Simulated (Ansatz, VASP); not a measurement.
ZnO (zincite) in VASP and in Ansatz

Contents of INCAR:

```
ALGO = Normal
DIPOL = 0.5 0.5 0.500
EDIFF = 1E-6
ENCUT = 520
GGA = PS
IDIPOL = 3
ISIF = 2
ISMEAR = 0
LASPH = T
LCHARG = F
LDIPOL = T
LREAL = Auto
LWAVE = F
NBANDS = 106
NELM = 100
PREC = Accurate
SIGMA = 0.05
```

KPOINTS

```
k-points
0
Gamma
  8 5 1
```

Contents of POSCAR:

```
ZnO
1.0
    3.2300572044      0.0000000000      0.0000000000
    0.0000000000      5.2141142718      0.0000000000
    0.0000000000      0.0000000000     27.1216835768
Zn O
10 10
Direct
    0.0000000000      0.4999673603      0.2765315058
    0.5000000000      0.9999673603      0.3109112742
    0.5000000000      0.4999673603      0.3796708108
    0.0000000000      0.9999673603      0.4140505792
    0.0000000000      0.4999673603      0.4828101158
    0.5000000000      0.9999673603      0.5171898842
    0.5000000000      0.4999673603      0.5859494208
    0.0000000000      0.9999673603      0.6203291892
    0.0000000000      0.4999673603      0.6890887258
    0.5000000000      0.9999673603      0.7234684942
    0.0000000000      0.1210226397      0.2765315058
    0.5000000000      0.6210226397      0.3109112742
    0.5000000000      0.1210226397      0.3796708108
    0.0000000000      0.6210226397      0.4140505792
    0.0000000000      0.1210226397      0.4828101158
    0.5000000000      0.6210226397      0.5171898842
    0.5000000000      0.1210226397      0.5859494208
    0.0000000000      0.6210226397      0.6203291892
    0.0000000000      0.1210226397      0.6890887258
    0.5000000000      0.6210226397      0.7234684942
```

Input for Ansatz:

```yaml
crystal:
  lattice:
    - [3.2300572044, 0.0, 0.0]
    - [0.0, 5.2141142718, 0.0]
    - [0.0, 0.0, 27.1216835768]
  atoms:
    - { symbol: Zn, position: [0.0, 0.4999673603, 0.2765315058] }
    - { symbol: O, position: [0.0, 0.1210226397, 0.2765315058] }
    - { symbol: Zn, position: [0.5, 0.9999673603, 0.3109112742] }
    - { symbol: O, position: [0.5, 0.6210226397, 0.3109112742] }
    - { symbol: Zn, position: [0.5, 0.4999673603, 0.3796708108] }
    - { symbol: O, position: [0.5, 0.1210226397, 0.3796708108] }
    - { symbol: Zn, position: [0.0, 0.9999673603, 0.4140505792] }
    - { symbol: O, position: [0.0, 0.6210226397, 0.4140505792] }
    - { symbol: Zn, position: [0.0, 0.4999673603, 0.4828101158] }
    - { symbol: O, position: [0.0, 0.1210226397, 0.4828101158] }
    - { symbol: Zn, position: [0.5, 0.9999673603, 0.5171898842] }
    - { symbol: O, position: [0.5, 0.6210226397, 0.5171898842] }
    - { symbol: Zn, position: [0.5, 0.4999673603, 0.5859494208] }
    - { symbol: O, position: [0.5, 0.1210226397, 0.5859494208] }
    - { symbol: Zn, position: [0.0, 0.9999673603, 0.6203291892] }
    - { symbol: O, position: [0.0, 0.6210226397, 0.6203291892] }
    - { symbol: Zn, position: [0.0, 0.4999673603, 0.6890887258] }
    - { symbol: O, position: [0.0, 0.1210226397, 0.6890887258] }
    - { symbol: Zn, position: [0.5, 0.9999673603, 0.7234684942] }
    - { symbol: O, position: [0.5, 0.6210226397, 0.7234684942] }
basis:
  ecutwfc: 420
kpoints:
  mp_grid: { grid: [8, 5, 1] }
hamiltonian:
  xc: pbesol
scf:
  occupations: { method: gaussian, width: 0.05 }
output:
  forces: true
  stress: true
  eigenvalues: true
efield:
  axis: 3
  dipole_correction: true
```

Alike in both runs: task single point; functional PBEsol; k mesh 8 × 5 × 1; occupations gaussian, width 0.05 eV; no spin polarisation.

|  | VASP | Ansatz |
| --- | --- | --- |
| version | VASP 6.6.1 | Ansatz 0.2.0 |
| potentials or method | VASP PAW PBE potentials, release 64 (Zn, O) | scalar-relativistic, plane waves, PAW |
| plane-wave cutoff (eV) | 520 | 420 |
| valence electrons in the cell | 180 | 180 |

```tsv
	VASP	Ansatz	Ansatz less VASP
gap on the k mesh at the Fermi level (eV)	0.43	0.45	+0.024
least direct gap on the mesh (eV)	0.43	0.45	+0.024
rms of the force components (eV/Å)	0.454	0.462	+0.0072
```

The functional is the same, so the differences come from potentials, cutoffs and numerics.

Caveats: the PAW data sets were made with another functional, which shifts forces and pressure a little (VASP).
